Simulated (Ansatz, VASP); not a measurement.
Two plane-wave programs on Te2Mo

The input INCAR:

```
SYSTEM = Te2Mo
PREC = Accurate ; ENCUT = 520
EDIFF = 1E-7 ; ISMEAR = -1
SIGMA = 0.05 ; LREAL = .False.
LASPH = .True. ; NELM = 60
ALGO = Normal ; ISIF = 2
LWAVE = .False. ; LCHARG = .True.
GGA = PE ; LELF = .True.
LVHAR = .True. ; NBANDS = 35
```

File KPOINTS:

```
regular mesh
0
Gamma
  9 9 2
  0 0 0
```

Contents of POSCAR:

```
Te2Mo
1.0
    3.5603917377      0.0000000000      0.0000000000
   -1.7801958688      3.0833896922      0.0000000000
    0.0000000000      0.0000000000     24.8112624000
Te Mo
4 2
Direct
    0.3333333333      0.6666666667      0.2236394800
    0.6666666667      0.3333333333      0.9206288600
    0.6666666667      0.3333333333      0.7763605200
    0.3333333333      0.6666666667      0.0793711400
    0.6666666667      0.3333333333      0.1515414900
    0.3333333333      0.6666666667      0.8484585100
```

Contents of input.yaml:

```yaml
crystal:
  lattice:
    - [3.5603917377, 0.0, 0.0]
    - [-1.7801958688, 3.0833896922, 0.0]
    - [0.0, 0.0, 24.8112624]
  atoms:
    - { symbol: Te, position: [0.3333333333, 0.6666666667, 0.22363948] }
    - { symbol: Te, position: [0.6666666667, 0.3333333333, 0.92062886] }
    - { symbol: Te, position: [0.6666666667, 0.3333333333, 0.77636052] }
    - { symbol: Te, position: [0.3333333333, 0.6666666667, 0.07937114] }
    - { symbol: Mo, position: [0.6666666667, 0.3333333333, 0.15154149] }
    - { symbol: Mo, position: [0.3333333333, 0.6666666667, 0.84845851] }
hamiltonian:
  xc: pbe
  pseudopotentials: { kind: paw }
kpoints:
  mp_grid: { grid: [9, 9, 2] }
scf:
  occupations: { method: fermi_dirac, width: 0.05 }
output:
  forces: true
  stress: true
  eigenvalues: true
  write_density: true
  write_potential: true
  elf: true
  volumetric_format: npy
```

Alike in both runs: task single point; functional PBE; k mesh 9 × 9 × 2; occupations fermi-dirac, width 0.05 eV; no spin polarisation.

```csv
,VASP,Ansatz
version,VASP 6.6.1,Ansatz 0.2.0
potentials or method,"VASP PAW PBE potentials, release 64 (Te, Mo_sv)",Ansatz PAW
plane-wave cutoff (eV),520,420
valence electrons in the cell,52,92
```

|  | VASP | Ansatz | Ansatz less VASP |
| --- | --- | --- | --- |
| gap on the k mesh at the Fermi level (eV) | 1.02 | 1.03 | +0.001 |
| least direct gap on the mesh (eV) | 1.02 | 1.03 | +0.001 |
| rms of the force components (eV/Å) | 0.112 | 0.105 | -0.0065 |

Atom by atom the forces differ by 0.006 eV/Å (rms over components). The two sets of potentials don't hold the same shells in valence.

Caveats: spin-orbit coupling is left out, which moves the levels of the heavy elements; odd divisions of the mesh miss points on the zone boundary, where band edges often lie, so the gap on the mesh can be too wide (Ansatz).
